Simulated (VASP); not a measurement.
Mo:

```
CELL_PARAMETERS angstrom
-1.39542 1.39542 2.12293
1.39542 -1.39542 2.12293
1.39542 1.39542 -2.12293
ATOMIC_POSITIONS crystal
Mo 0.00000 0.00000 0.00000
```

The cell was built by a generator and needn't be a form met in nature.

- Program: VASP 6.6.1
- Task: relaxation of cell and atoms
- Functional: r2SCAN
- Potentials or basis: VASP PAW PBE potentials, release 64 (Mo_sv)
- Cutoff: 600 eV
- k mesh: 8 × 8 × 8
- Occupations: gaussian, width 0.1 eV
- Spin: no spin polarisation

At the start: pressure -8.2 GPa; volume 16.54 Å³/atom.

Problem. Where does the relaxation end?

Solution. Over 12 steps the energy falls by 77.7 meV/atom and the volume is 16.10 Å³/atom (-2.6 %); space group I4/mmm (No. 139, to 0.05 Å).

Step by step:
```
step  energy change (eV)  largest force (eV/Å)  pressure (GPa)  volume (Å³)
   1              0.0000                0.0000           -8.24        16.54
   2              0.0639                0.0000           27.54        14.56
   3             -0.0303                0.0000            2.59        15.80
   4             -0.0545                0.0000            0.56        15.98
   5             -0.0605                0.0000            0.08        16.06
   6             -0.0751                0.0000           -1.66        16.20
   7             -0.0398                0.0000           -3.27        16.42
   8             -0.0767                0.0000           -2.13        16.24
   9             -0.0636                0.0000            6.22        15.76
  10             -0.0775                0.0000           -0.70        16.15
  11             -0.0774                0.0000            0.82        16.05
  12             -0.0777                0.0000            0.00        16.10
```

Final structure:
```yaml
crystal:
  lattice:
    - [-1.31977, 1.31977, 2.31102]
    - [1.31977, -1.31977, 2.31102]
    - [1.31977, 1.31977, -2.31102]
  atoms:
    - { symbol: Mo, position: [0.00000, 0.00000, 0.00000] }
```

Caveat: the k mesh is coarse (spacing up to 0.40 Å⁻¹), so the values aren't converged; the PAW data sets were made with another functional, which shifts forces and pressure a little.
